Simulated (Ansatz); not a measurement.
**Relaxing MoS2**

Method: Ansatz 0.2.0, DFT PBE, scalar-relativistic, plane waves, PAW.

The start is a database structure of MoS2, space group P6_3/mmc (No. 194).

Input of the last, converged step (default PAW datasets):

```yaml
crystal:
  lattice:
    - [3.1850687626, 0.0, 0.0]
    - [-1.5925343813, 2.7583504612, 0.0]
    - [0.0, 0.0, 14.8079937081]
  atoms:
    - { symbol: Mo, position: [0.6666666667, 0.3333333333, 0.25] }
    - { symbol: Mo, position: [0.3333333333, 0.6666666667, 0.75] }
    - { symbol: S, position: [0.6666666667, 0.3333333333, 0.6444803424] }
    - { symbol: S, position: [0.3333333333, 0.6666666667, 0.3555196576] }
    - { symbol: S, position: [0.6666666667, 0.3333333333, 0.8555196576] }
    - { symbol: S, position: [0.3333333333, 0.6666666667, 0.1444803424] }
basis:
  ecutwfc: 420
kpoints:
  mp_grid: { grid: [12, 12, 2] }
hamiltonian:
  xc: pbe
scf:
  occupations: { method: gaussian, width: 0.02 }
output:
  forces: true
  stress: true
  eigenvalues: true
relax:
  adjacent_minimum: "off"
  f_tol: 0.01
  max_steps: 80
  cell: { stress_tol: 0.05 }
```

Launched as:

```bash
ansatz run input.yaml --threads 1 --pin off --max-ram 2560MiB --backend cpu --events-out ev --progress --plain --runs-dir out
```

The run took 17 s on 1 thread of Arm Neoverse V2, with other jobs on the host, peak memory 0.43 GiB.

End of the output:

```
SCF converged after 6 iterations
Free energy (F): -13525.641289 eV
Harris-Foulkes:  -13525.641289 eV  (|F-HF|=5.46e-12)
Internal energy: -13525.641289 eV  (E = F + TS)
E sigma→0 (E₀):  -13525.641289 eV
Fermi energy:    8.314727 eV
--- Per-component energies (eV) ---
  E_band       = -459.271083
  E_kinetic    = 1309.798762
  E_local      = -5820.319974  (includes V_loc(G=0)·N_el)
  E_nonlocal   = 398.129758
  E_hartree    = 2384.189983
  E_xc         = -756.097857
  E_vxc        = -808.723172  (∫ρ·V_xc dr)
  E_paw        = -8802.941415  (= ΣΔE_a)
  E_vpaw       = -306.536321  (= ΣTr[D̂ρ^β])
  E_aug_tail   = 0.000085  (compensation charges beyond the density's cutoff)
  E_ewald      = -2238.400630
  E_smearing   =  0.000000  (= −TS)
  E_closure    = 0.000000  (closes the sum)
  Σ components = -13525.641289   (vs F -13525.641289, Δ=0.00e0)
--- Forces (eV/Å), atoms counted from 1 ---
  atom   1  Mo     0.00000000     0.00000000     0.00000000
  atom   2  Mo     0.00000000     0.00000000     0.00000000
  atom   3  S      0.00000000     0.00000000    -0.00152425
  atom   4  S      0.00000000     0.00000000     0.00152425
  atom   5  S      0.00000000     0.00000000     0.00152425
  atom   6  S      0.00000000     0.00000000    -0.00152425
  max |Σ_I F_I| component: 8.10e-18 eV/Å
--- Stress (GPa, compression-positive) ---
        0.001259       0.000000       0.000000
        0.000000       0.001259       0.000000
        0.000000       0.000000       0.011655
  P = ⅓ Tr σ = 0.0047 GPa (0.047 kbar)
--- Relaxed structure (1 steps of the walk, 1 accepted, 1 SCFs on fresh bases) ---
  F+E_penalty+E_count = -13525.64128870 eV   max|allowed force component| = 1.524e-3 eV/Å   (the final SCF, on the basis selected at the relaxed cell)
  cell:  # Å, volume = 130.0962 Å³
    - [3.185069, 0.0, 0.0]
    - [-1.592534, 2.758350, 0.0]
    - [0.0, 0.0, 14.807994]
  atoms:
    - { symbol: Mo, position: [0.666667, 0.333333, 0.250000] }
    - { symbol: Mo, position: [0.333333, 0.666667, 0.750000] }
    - { symbol: S, position: [0.666667, 0.333333, 0.644480] }
    - { symbol: S, position: [0.333333, 0.666667, 0.355520] }
    - { symbol: S, position: [0.666667, 0.333333, 0.855520] }
    - { symbol: S, position: [0.333333, 0.666667, 0.144480] }
```

Total energies depend on the potentials used, so only differences within one code and one set of settings carry meaning.

The result has space group P6_3/mmc (No. 194). Mo is coordinated by 6 S at 2.41 Å; around S lie 3 Mo at 2.41 Å.

Against the elements it lies at -0.893 eV/atom. Energies over the elements count from the elements' standard structures at the same level, with no empirical corrections.

No dispersion correction is applied, so the spacing between layers, chains or molecules is poorly fixed, and with it the volume and density.

Symmetry constrained the relaxation, so the result can be a saddle point.